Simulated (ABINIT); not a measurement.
# WS2 in ABINIT: the effect of functional

Crystal: WS2.

```
W S
1.0
     1.57900    0.91164    6.16333
    -1.57900    0.91164    6.16333
     0.00000   -1.82327    6.16333
W S
1 2
Direct
  0.00000 0.00000 0.00000
  0.58100 0.58100 0.58100
  0.75030 0.75030 0.75030
```

Measurements of this composition are mostly on another form, of space group No. 194.

Alike in all runs:

```yaml
Program: ABINIT 10.8.3 (patched build)
Task: single point
Potentials_or_basis: JTH PAW PBE v2.0
Cutoff: 653 eV
k_mesh: 10 × 10 × 10
Occupations: fermi-dirac, width 0.05 eV
Spin: no spin polarisation
```

```csv
functional,gap on the mesh (eV),pressure (GPa),largest force (eV/Å)
PBE,?,?,?
LDA,0.99,-3.2,0.58
PBEsol,1.02,-0.4,0.60
RPBE,1.11,7.3,0.62
BLYP,1.08,12.3,0.90
AM05,1.05,-0.9,0.60
r2SCAN,1.17,3.0,0.62
SCAN,1.19,0.8,0.60
revPBE,1.10,6.6,0.62
```

Problem. What does the run with functional PBE give?

Solution. gap on the mesh 1.07 eV; pressure 4.6 GPa; largest force 0.61 eV/Å.

Caveats: spin-orbit coupling is left out, which moves the levels of the heavy elements; the PAW data sets were made with another functional, which shifts forces and pressure a little (some runs).

A k mesh can miss the band edges.
